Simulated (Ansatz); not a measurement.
Crystal: MnSb.

```
Sb Mn
1.0
     4.15000    0.00000    0.00000
    -2.07500    3.59401    0.00000
     0.00000    0.00000    5.78000
Sb Mn
2 2
Cartesian
  2.0750 1.1980 4.3350
  0.0000 2.3960 1.4450
  0.0000 0.0000 2.8900
  0.0000 0.0000 0.0000
```

| Item | Value |
| --- | --- |
| Program | Ansatz 0.2.0 |
| Task | relaxation of cell and atoms |
| Functional | revPBE |
| Dispersion | D3(BJ) |
| Potentials or basis | Ansatz PAW |
| Cutoff | 420 eV (not typed: the program's choice for these potentials) |
| k mesh | 7 × 7 × 5 |
| Occupations | fermi-dirac, width 0.05 eV |
| Spin | collinear spin, ferromagnetic start |
| Starting moments | [0.0, 0.0, 4.0, 4.0] μB |

At the start: volume 21.55 Å³/atom.

Problem. Where does the relaxation end?

Solution. It ends after 5 steps and the volume is 18.89 Å³/atom (-12.3 %); space group P6_3/mmc (No. 194, to 0.05 Å); moment 5.90 μB per cell.

Step by step:
| step | energy change (eV) | largest force (eV/Å) | volume (Å³) |
| --- | --- | --- | --- |
| 1 | 0.0000 | 0.0000 | 86.21 |
| 2 | -0.2564 | 0.0000 | 75.61 |
| 3 | -0.2573 | 0.0000 | 75.61 |
| 4 | -0.2573 | 0.0000 | 75.56 |
| 5 | -0.2530 | 0.0000 | 75.56 |

Final structure:
```yaml
crystal:
  lattice:
    - [3.99608, 0.00000, 0.00000]
    - [-1.99804, 3.46071, 0.00000]
    - [0.00000, 0.00000, 5.46409]
  atoms:
    - { symbol: Sb, position: [0.66667, 0.33333, 0.75000] }
    - { symbol: Sb, position: [0.33333, 0.66667, 0.25000] }
    - { symbol: Mn, position: [0.00000, 0.00000, 0.50000] }
    - { symbol: Mn, position: [0.00000, 0.00000, 0.00000] }
```

Caveat: the plane-wave basis is chosen anew once the cell has moved, so the energies of steps on either side of that aren't comparable; the volume moved by -12 % from the deposited cell, more than functionals usually miss; only a ferromagnetic start was run, and an antiferromagnetic order may lie lower in energy; the PAW data sets come from PBE, with cores solved anew for the run's functional, which leaves a small shift of forces and pressure.
